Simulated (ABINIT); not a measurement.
**A GW chain in ABINIT: AlAs (F-43m)**

Wanted: ground state, empty states, screening and self-energy for AlAs (F-43m).

Calculated with ABINIT 10.8.3; PBE and many-body steps on it, plane waves.

**What was measured.**

- Gap 3.018 eV: lowest direct gap at Gamma; earlier measurement quoted from literature, technique not stated; 300 K; bulk crystal (pure AlAs, literature value used as model input) (quoted in “Simultaneous Measurement of Mid-Infrared Refractive Indices in Thin-Film Heterostructures: Methodology and Results for GaAs/AlGaAs”, 2023, arxiv:2301.08293).

This is a report of a sequence of runs, with most program output left out.

## (1) The structure

Symmetry: F-43m, No. 216, cubic system. Conventional cell: a = 5.661 Å, b = 5.661 Å, c = 5.661 Å, α = 90.00°, β = 90.00°, γ = 90.00°. Nearest to Al lie 4 As at 2.45 Å. Nearest to As lie 4 Al at 2.45 Å. Farther neighbours are not listed.

The cell and positions come from the Crystallography Open Database and are kept as given unless a step says otherwise.

## (2) Ground state

This step: ABINIT 10.8.3; DFT, PBE with spin-orbit coupling, plane waves, norm-conserving pseudopotentials.

The ground-state density comes first.

run.abi

```
acell 3*1.0 Angstrom
rprim 
  0.000000000000 2.830400000000 2.830400000000
  2.830400000000 0.000000000000 2.830400000000
  2.830400000000 2.830400000000 -0.000000000000
ntypat 2
znucl 13 33
natom 2
typat 1 2
xred 
  0.000000000000 0.000000000000 0.000000000000
  0.250000000000 0.250000000000 0.250000000000
pp_dirpath "pseudos"
pseudos "Al.upf, As.upf"
ecut 38
nspinor 2
ngkpt 6 6 6
nshiftk 1
shiftk 0 0 0
kptopt 1
chksymbreak 0
nband 28
occopt 1
tolvrs 1e-10
nstep 60
prtwf 0
optforces 0
optstress 0
indata_prefix "in"
outdata_prefix "out"
tmpdata_prefix "tmp"
```

Command:

```
$ OMP_NUM_THREADS=1 mpirun -n 4 abinit run.abi > log
```

It took 40 s on 4 MPI ranks of Arm Neoverse V2, shared host; peak memory 0.38 GiB; 2.6 min of CPU time.

Numbers from this step:

```
total energy               : -2949.5462 eV
gap                        : 1.337 eV
k of the valence top       : 0, 0, 0
k of the conduction bottom : 0.5, 0.5, 0
least direct gap           : 1.948 eV
```

The gap is indirect, with the least direct gap 0.61 eV higher.

## (3) Bands along the symmetry lines

Levels along a band path, at the cheap level, show where the edges lie and whether the meshes to come will hold them.

run.abi

```
acell 3*1.0 Angstrom
rprim 
  0.000000000000 2.830400000000 2.830400000000
  2.830400000000 0.000000000000 2.830400000000
  2.830400000000 2.830400000000 -0.000000000000
ntypat 2
znucl 13 33
natom 2
typat 1 2
xred 
  0.000000000000 0.000000000000 0.000000000000
  0.250000000000 0.250000000000 0.250000000000
pp_dirpath "pseudos"
pseudos "Al.upf, As.upf"
ecut 38
nspinor 2
iscf -2
irdden 1
kptopt 0
nkpt 26
kpt 
  0.00000000 0.00000000 0.00000000
  -0.12500000 -0.12500000 0.00000000
  -0.25000000 -0.25000000 0.00000000
  -0.37500000 -0.37500000 0.00000000
  -0.50000000 -0.50000000 0.00000000
  -0.46875000 -0.46875000 0.06250000
  -0.43750000 -0.43750000 0.12500000
  -0.40625000 -0.40625000 0.18750000
  -0.37500000 -0.37500000 0.25000000
  -0.37500000 0.00000000 0.37500000
  -0.28125000 0.00000000 0.28125000
  -0.18750000 0.00000000 0.18750000
  -0.09375000 0.00000000 0.09375000
  0.00000000 0.00000000 0.00000000
  0.00000000 0.00000000 0.12500000
  0.00000000 0.00000000 0.25000000
  0.00000000 0.00000000 0.37500000
  -0.00000000 -0.00000000 0.50000000
  -0.12500000 -0.06250000 0.43750000
  -0.25000000 -0.12500000 0.37500000
  -0.37500000 -0.18750000 0.31250000
  -0.50000000 -0.25000000 0.25000000
  -0.50000000 -0.31250000 0.18750000
  -0.50000000 -0.37500000 0.12500000
  -0.50000000 -0.43750000 0.06250000
  -0.50000000 -0.50000000 0.00000000
istwfk *1
nband 34
nbdbuf 6
tolwfr 1e-08
nstep 40
prtwf 0
prtvol 0
indata_prefix "in"
outdata_prefix "out"
tmpdata_prefix "tmp"
```

The job ended after 42 s (4 MPI ranks; peak memory 0.38 GiB).

This step gave:

```
gap                        : 1.337 eV
k of the valence top       : 0, 0, 0
k of the conduction bottom : -0.5, -0.5, 0
least direct gap           : 1.948 eV
```

The gap is 1.337 eV, as in the run before at this level.

Electronic bands along the path, in eV, zero at the top of the highest filled band:

```csv
point,band 15,band 16,band 17,band 18,band 19,band 20,band 21,band 22
Γ,0.00,0.00,0.00,0.00,1.95,1.95,4.17,4.17
halfway,-1.51,-1.51,-1.37,-1.37,2.49,2.49,3.68,3.68
X,-2.33,-2.33,-2.21,-2.21,1.34,1.34,2.20,2.20
halfway,-2.85,-2.79,-2.17,-2.17,1.69,1.70,2.91,2.95
U,-3.56,-3.47,-1.90,-1.90,2.14,2.15,4.85,4.91
jump to K,-3.56,-3.47,-1.90,-1.90,2.14,2.15,4.85,4.91
halfway,-2.14,-2.06,-0.56,-0.55,3.59,3.63,4.85,4.89
Γ,0.00,0.00,0.00,0.00,1.95,1.95,4.17,4.17
halfway,-0.67,-0.67,-0.49,-0.49,2.52,2.52,4.80,4.80
L,-1.01,-1.01,-0.84,-0.84,2.04,2.04,4.58,4.58
halfway,-2.83,-2.75,-1.66,-1.62,3.54,3.60,4.15,4.15
W,-3.35,-3.22,-2.92,-2.91,4.23,4.23,5.49,5.60
halfway,-2.85,-2.76,-2.63,-2.62,2.40,2.40,3.29,3.33
X,-2.33,-2.33,-2.21,-2.21,1.34,1.34,2.20,2.20
```

## (4) Empty states on the mesh, 4×4×4 mesh, 68 bands

The sums over transitions need many empty states on a uniform mesh; this step solves for them.

run.abi

```
acell 3*1.0 Angstrom
rprim 
  0.000000000000 2.830400000000 2.830400000000
  2.830400000000 0.000000000000 2.830400000000
  2.830400000000 2.830400000000 -0.000000000000
ntypat 2
znucl 13 33
natom 2
typat 1 2
xred 
  0.000000000000 0.000000000000 0.000000000000
  0.250000000000 0.250000000000 0.250000000000
pp_dirpath "pseudos"
pseudos "Al.upf, As.upf"
ecut 38
nspinor 2
ngkpt 4 4 4
nshiftk 1
shiftk 0 0 0
kptopt 1
chksymbreak 0
iscf -2
irdden 1
istwfk *1
nband 68
nbdbuf 6
tolwfr 1e-09
nstep 60
prtvol 0
indata_prefix "in"
outdata_prefix "out"
tmpdata_prefix "tmp"
```

The job ended after 30 s (4 MPI ranks; peak memory 0.36 GiB; 2 min of CPU time).

Numbers from this step:

```
gap                                                           : 1.337 eV
k of the valence top                                          : 0, 0, 0
k of the conduction bottom                                    : 0.5, 0.5, 0
least direct gap                                              : 1.948 eV
k points computed                                             : 8
lowest point of the top converged band, above the valence top : 26.72 eV
```

On this mesh the gap is 1.337 eV.

## (5) Screening, 4×4×4 mesh, 62 bands, screening to 98 eV

The RPA dielectric matrix is built and inverted for each q.

This step: RPA screening on PBE with spin-orbit coupling, plane waves, norm-conserving pseudopotentials.

run.abi, as its differences from that of step 4:

```diff
@@ -21,10 +21,11 @@
 chksymbreak 0
-iscf -2
-irdden 1
 istwfk *1
-nband 68
-nbdbuf 6
-tolwfr 1e-09
-nstep 60
-prtvol 0
+occopt 1
+irdwfk 1
+optdriver 3
+nband 62
+ecuteps 3.6
+inclvkb 0
+awtr 1
+symchi 1
 indata_prefix "in"
```

The job ended after 28 s (4 MPI ranks; peak memory 0.96 GiB; 1.9 min of CPU time).

Numbers from this step:

```yaml
eps_infinity_with_local_fields_on_this_mesh_along_the_program_s_q_direction: 13.86
the_same_without_local_fields: 15.62
plasma_frequency: 23.39 eV
plane_waves_in_the_screening_matrix: 113
```

Local fields lower ε∞ by 11 %. On a Γ-centred mesh this coarse the value itself is usually too large, while a short band sum pulls it down.

## (6) Self-energy, 4×4×4 mesh, 62 bands, screening to 98 eV

The self-energy is evaluated for the states that the input lists, and the levels follow from it, in one-shot runs by the linearised quasiparticle equation.

This step: G0W0 on PBE with spin-orbit coupling, plane waves, norm-conserving pseudopotentials.

run.abi, as its differences from that of step 5:

```diff
@@ -24,8 +24,17 @@
 irdwfk 1
-optdriver 3
+optdriver 4
 nband 62
+gwcalctyp 0
+ecutsigx 38
+symsigma 0
+nkptgw 2
+kptgw 
+  0.0000000000 0.0000000000 0.0000000000
+  0.5000000000 0.5000000000 0.0000000000
+bdgw 
+  15 22
+  15 22
 ecuteps 3.6
-inclvkb 0
-awtr 1
-symchi 1
+irdscr 1
+ppmodel 1
 indata_prefix "in"
```

Elapsed: 45 s, on 4 MPI ranks; peak memory 1.2 GiB.

This step gave:

```yaml
g0w0_gap_on_the_points_computed: 2.187 eV
starting_gap_on_the_mesh: 1.337 eV
k_of_the_valence_top: 0, 0, 0
k_of_the_conduction_bottom: 0.5, 0.5, 0
z_at_the_valence_top: 0.788
z_at_the_conduction_bottom: 0.803
least_direct_g0w0_gap_on_the_computed_points: 2.959 eV
```

The gap on the mesh goes from 1.34 eV to 2.19 eV, a correction of +0.85 eV.

Limits: finite bands, cutoff and mesh; exchange with frozen shells missing; screening head approximate; coarse k mesh. v1 is the top filled band, c1 the lowest empty one. Levels before and after the correction, in eV, zero at the valence-band top of each column:

```
           conduction bottom  valence top
Kohn-Sham               1.34         0.00
     G0W0               2.19         0.00
```

|  | level | energy (eV) |
| --- | --- | --- |
| Kohn-Sham | Γ v3-v1 | 0.000 |
| Kohn-Sham | Γ c1-c2 | 1.948 |
| Kohn-Sham | Γ c3 | 4.173 |
| Kohn-Sham | (0.5 0.5 0) v3 | -2.335 |
| Kohn-Sham | (0.5 0.5 0) v2-v1 | -2.210 |
| Kohn-Sham | (0.5 0.5 0) c1-c2 | 1.337 |
| Kohn-Sham | (0.5 0.5 0) c3 | 2.202 |
| G0W0 | Γ v3-v1 | -0.002 |
| G0W0 | Γ c1-c2 | 2.959 |
| G0W0 | Γ c3 | 5.340 |
| G0W0 | (0.5 0.5 0) v3 | -2.450 |
| G0W0 | (0.5 0.5 0) v2-v1 | -2.326 |
| G0W0 | (0.5 0.5 0) c1-c2 | 2.187 |
| G0W0 | (0.5 0.5 0) c3 | 3.221 |

## (7) Where the time went

Times are wall times on 4 MPI ranks of Arm Neoverse V2, shared host, good to a factor of about two.

```csv
step,time,share,memory (GiB)
ground state,40 s,21 %,0.38
bands along the symmetry lines,42 s,23 %,0.38
empty states on the mesh,30 s,16 %,0.36
screening,28 s,15 %,0.96
self-energy,45 s,24 %,1.2
```

## (8) Summary of results

```
PBE gap              : 1.34 eV, indirect
G0W0 gap on the mesh : 2.19 eV
GW settings          : 4×4×4 mesh, 62 bands, screening to 98 eV, Godby-Needs plasmon pole
known limits         : not at the basis limit; exchange with frozen shells missing; screening head approximate; coarse k mesh
```

**Reading.** G0W0 moves the gap on the mesh from 1.34 eV to 2.19 eV (+0.85 eV), with Z of 0.79 and 0.80 at the edges. Local fields lower the RPA ε∞ on this mesh from 15.62 to 13.86; a Γ-centred mesh this coarse tends to raise both, most where the direct gap is narrow, while a short band sum lowers them. Only 2 of the mesh's irreducible points were corrected, so a valley elsewhere could overtake. Against experiment, by G0W0@PBE: the direct gap of 2.96 eV lies −0.06 eV from the measured 3.018 eV (direct, 300 K, quoted 2023). An exciton line or allowed optical edge lies below the quasiparticle gap by the binding energy; a forbidden edge can push the onset above it. The calculation has static nuclei and no excitons; a measured gap holds zero-point and thermal motion, which mostly lowers it. Bands and cutoff are finite, so the gap is not at the basis limit. The miss can reach some tenths of an eV and take either sign; the mesh is an error of its own. In the G0W0 run levels were corrected at 2 k points alone, so a gap called «on the mesh» is the least over those, and an edge elsewhere would be missed. The 4×4×4 mesh is coarse for this cell, which bears on the long-range parts of exchange and screening. The norm-conserving file of at least one element keeps a d shell over frozen s and p shells of the same row. Exchange with those shells is missing from the self-energy, an error of 0.3 to 0.9 eV in cases checked, whose sign depends on which edge lies on those atoms. The long-wavelength limit of the screening leaves out the non-local commutator, which shifts ε∞.

[Paths, hosts, dates, memory and timing lines, banners, echoed tables and standing remarks are left out of the program output.]

[Logs are printed without paths, hosts, clocks, repeated set-up lines and the standing remarks that a program may print on its own settings, such as how far it seeks lower states.]

[Runs of the session that timed out or met a known fault of the program may be left out.]

[Hosts, paths, dates, database ids (printed as entryN), source tags and the programs' standing remarks are cut or masked in the printed files.]

[G0W0 gaps are taken among the corrected bands and points alone; a level outside them can change the order at an edge.]

[Where Ansatz stands beside ABINIT at settings called matched, ABINIT's density can come from a denser mesh and the files from another edition; pairs whose starting gaps differed by over 0.03 eV were left out, so agreement reads better than it is.]
